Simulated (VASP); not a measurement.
Here is a VASP 6.6.1 calculation.

File INCAR:

```
PREC = Accurate
ENCUT = 520
EDIFF = 1E-7
ISMEAR = 0
SIGMA = 0.01
LREAL = False
LASPH = True
NELM = 100
ALGO = Fast
ISIF = 2
LWAVE = False
LCHARG = False
GGA = CA
NBANDS = 11
```

The input KPOINTS:

```
regular mesh
0
Gamma
  13 13 9
```

Contents of POSCAR:

```
BN
1.0
    2.5080410000      0.0000000000      0.0000000000
   -1.2467110000      2.1762310000      0.0000000000
   -0.6306650000     -1.0881160000      3.0225400000
B N
1 1
Direct
    0.9796430000      0.9834990000      0.0018060000
    0.6685060000      0.3323850000      0.9849990000
```

Potentials or basis: VASP PAW LDA potentials, release 64 (B, N).

Launch:

```bash
$ cat potpaw_LDA.64/B/POTCAR potpaw_LDA.64/N/POTCAR > POTCAR
$ mpirun -np 1 vasp_std > vasp.out
```

(1) Predict the pressure.

(2) Estimate the largest force.

(3) Estimate the band gap on the k mesh.

Answers

(1) -3.5 GPa.

(2) 2.698 eV/Å.

(3) 2.63 eV, indirect (least direct gap 4.39 eV).

Caveat: an odd mesh through Γ misses points on the zone boundary, where band edges often lie; forces of over 1 eV/Å show positions far from the minimum, so gaps and moduli don't describe the material at rest.
